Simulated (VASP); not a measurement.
Write the native input for VASP 6.6.1 that does the following.

- Task: relaxation of cell and atoms
- Functional: r2SCAN
- Potentials or basis: VASP PAW PBE potentials, release 64 (I, Cu)
- Cutoff: 600 eV
- k mesh: 7 × 7 × 4
- Occupations: gaussian, width 0.05 eV
- Spin: no spin polarisation
- Further INCAR settings: ALGO = Normal; EDIFF = 1e-07; IBRION = 2; EDIFFG = -0.01; NSW = 60; ISIF = 3

The structure of CuI lies in POSCAR:

```
CuI
1.0
    4.0901961900      0.0000000000      0.0000000000
    0.0000000000      4.0901961900      0.0000000000
    0.0000000000      0.0000000000      6.5514580400
I Cu
2 2
Direct
    0.0000000000      0.5000000000      0.7430343600
    0.5000000000      0.0000000000      0.2569656400
    0.0000000000      0.0000000000      0.0000000000
    0.5000000000      0.5000000000      0.0000000000
```

Measurements of this composition are mostly on another form, of space group No. 216.

These files were run (other wordings do the same):

INCAR

```
PREC = Accurate
ENCUT = 600
EDIFF = 1E-7
ISMEAR = 0
SIGMA = 0.05
LREAL = False
LASPH = True
NELM = 80
ALGO = Normal
ISIF = 3
LWAVE = False
LCHARG = False
METAGGA = R2SCAN
LMIXTAU = True
IBRION = 2
NSW = 60
EDIFFG = -0.01
```

KPOINTS

```
regular mesh
0
Gamma
  7 7 4
```

Potentials or basis: VASP PAW PBE potentials, release 64 (I, Cu).

Run with:

```console
$ cat potpaw_PBE.64/I/POTCAR potpaw_PBE.64/Cu/POTCAR > POTCAR
$ mpirun -np 1 vasp_std > vasp.out
```

It gave:

| Item | Value |
| --- | --- |
| Relaxed volume | 28.00 Å³/atom |
| Relaxed cell | a = 4.100 Å, b = 4.100 Å, c = 6.662 Å, α = 90.00°, β = 90.00°, γ = 90.00° |
| Space group after relaxing (to 0.05 Å) | P4/nmm (No. 129) |
| Energy gained by relaxing | 0.5 meV/atom |
| Ionic steps | 10 |
| Pressure after relaxing | 0.0 GPa |
| Largest force after relaxing | 0.010 eV/Å |
| Band gap on the k mesh | 2.09 eV, direct |

Caveat: the PAW data sets were made with another functional, which shifts forces and pressure a little; spin-orbit coupling is left out, which moves the levels of the heavy elements.

Run time: 22 min on 1 thread of Intel(R) Xeon(R) 6975P-C (Granite Rapids), with other jobs on the host, peak memory 0.35 GiB.
